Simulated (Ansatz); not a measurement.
The system is MnO.

```xyz
2
Lattice="2.9713 -1.7170 0.0000 2.9713 1.7170 0.0000 -1.9846 0.0000 2.8103" Properties=species:S:1:pos:R:3 pbc="T T T"
Mn    1.9788    0.0000    1.4070
O     3.9609    0.0000    0.7007
```

The cell comes from a database or a generator and needn't be the stable form of this composition.

Base run:

* Program: Ansatz 0.2.0
* Functional: LDA
* Potentials or basis: all-electron LAPW, scalar-relativistic
* Cutoff: 365 eV (chosen from the basis error)
* Basis error allowed: 0.001 eV/atom
* k mesh: 9 × 9 × 9
* Occupations: fermi-dirac, width 0.05 eV
* Spin: collinear spin, ferromagnetic start
* Starting moments: [4.0, 0.0] μB

Its results: pressure -12.9 GPa; net moment 4.97 μB per cell; site moments Mn +4.30; O +0.22 μB.

Problem. The run is repeated on the same cell with these changes: functional from LDA to PBEsol. What comes out?

Solution. Pressure -8.4 GPa; net moment 5.00 μB per cell; site moments Mn +4.34; O +0.20 μB.

PBEsol binds less tightly than LDA, so the same cell stands under more pressure.

Caveats: a cell with one magnetic atom can't hold antiferromagnetic order, which such compounds often take.
